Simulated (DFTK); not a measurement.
The system is Co.

```
Co
1.0
     2.47200    0.00000    0.00000
    -1.23600    2.14081    0.00000
     0.00000    0.00000    4.02114
Co
2
Direct
  0.66667 0.33333 0.75000
  0.33333 0.66667 0.25000
```

Base run:

* Program: DFTK 0.8.2
* Functional: LDA
* Potentials or basis: SG15 1.2 (PBE)
* Cutoff: 1225 eV
* k mesh: 9 × 9 × 5
* Occupations: fermi-dirac, width 0.05 eV
* Spin: collinear spin, ferromagnetic start
* Starting moments: [2.0, 2.0] μB

Its results: band gap on the k mesh none (metal or under the smearing width); pressure -19.0 GPa; net moment 3.05 μB per cell; site moments Co +1.52 μB.

Q: The run is repeated on the same cell with these changes: potentials or basis from SG15 1.2 (PBE) to cp2k.nc.sr.lda.v0_1.largecore.gth (LDA, GTH, large core); cutoff from 1225 eV to 2667 eV; k mesh from 9 × 9 × 5 to 7 × 7 × 4; valence electrons from 34 to 18. What comes out?

A: Band gap on the k mesh none (metal or under the smearing width); pressure -0.6 GPa; net moment 4.01 μB per cell; site moments Co +2.01 μB.

Caveats: some runs use coarse meshes; the potentials were made for another functional, which shifts forces and pressure (some runs); GTH potentials come without recommended cutoffs, and this one wasn't checked for convergence (some runs); this set keeps more shells in the core, which shifts pressures and gaps (some runs).
